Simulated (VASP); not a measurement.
Here is a VASP 6.6.1 calculation.

File INCAR:

```
  PREC = Accurate
  ENCUT = 600
  EDIFF = 1E-7
  ISMEAR = 1
  SIGMA = 0.1
  LREAL = F
  LASPH = T
  NELM = 150
  ALGO = Normal
  ISIF = 3
  LWAVE = F
  LCHARG = F
  ISPIN = 2
  MAGMOM = 3 3 3 3 0 0 0 0 0 0
  LORBIT = 11
  LMAXMIX = 4
  LDAU = T
  LDAUTYPE = 2
  LDAUL = 2 -1
  LDAUU = 3.7 0
  LDAUJ = 0 0
  LDAUPRINT = 1
  GGA = PE
  IBRION = 2
  NSW = 90
  EDIFFG = -0.005
  AMIX = 0.2
  BMIX = 1E-4
  AMIX_MAG = 0.8
  BMIX_MAG = 1E-4
  KPAR = 4
```

KPOINTS

```
Automatic mesh
0
Gamma
  9 9 9
```

Contents of POSCAR:

```
Cr2O3                                   
1.0
    2.5445462424      1.4690944557      4.5900926610
   -2.5445462424      1.4690944557      4.5900926610
    0.0000000000     -2.9381889113      4.5900926610
  Cr              O             
     4     6
Direct
     0.3496640248093851    0.3496640248093851    0.3496640248093851
     0.1503359751906150    0.1503359751906150    0.1503359751906150
     0.6503359751906148    0.6503359751906148    0.6503359751906148
     0.8496640248093852    0.8496640248093852    0.8496640248093852
     0.5508828648570216    0.9491171351429784    0.2500000000000000
     0.2500000000000268    0.5508828648570484    0.9491171351429250
     0.9491171351429516    0.2499999999999732    0.5508828648570750
     0.4491171351429784    0.0508828648570216    0.7500000000000000
     0.7499999999999731    0.4491171351429517    0.0508828648570751
     0.0508828648570483    0.7500000000000269    0.4491171351429249
```

Potentials or basis: VASP PAW PBE potentials, release 64 (Cr_pv, O).

Launch:

```console
$ cat potpaw_PBE.64/Cr_pv/POTCAR potpaw_PBE.64/O/POTCAR > POTCAR
$ mpirun -np 4 vasp_std > vasp.out
```

Problem. Estimate the net moment.

Solution. 12.00 μB per cell.

Problem. Estimate the band gap on the k mesh.

Solution. 2.63 eV, indirect (least direct gap 2.72 eV).

Problem. Predict the space group after relaxing (to 0.05 Å).

Solution. R-3c (No. 167).

Problem. What does it give for the relaxed cell?

Solution. a = 5.449 Å, b = 5.449 Å, c = 5.449 Å, α = 55.67°, β = 55.67°, γ = 55.67°.

Final structure:
```
CELL_PARAMETERS angstrom
2.54429 1.46895 4.58937
-2.54429 1.46895 4.58937
0.00000 -2.93789 4.58937
ATOMIC_POSITIONS crystal
Cr 0.34965 0.34965 0.34965
Cr 0.15035 0.15035 0.15035
Cr 0.65035 0.65035 0.65035
Cr 0.84965 0.84965 0.84965
O 0.55089 0.94911 0.25000
O 0.25000 0.55089 0.94911
O 0.94911 0.25000 0.55089
O 0.44911 0.05089 0.75000
O 0.75000 0.44911 0.05089
O 0.05089 0.75000 0.44911
```

Caveat: an odd mesh through Γ misses points on the zone boundary, where band edges often lie; only a ferromagnetic start was run, and an antiferromagnetic order may lie lower in energy. The state reached can hang on the start; a lower one may exist.
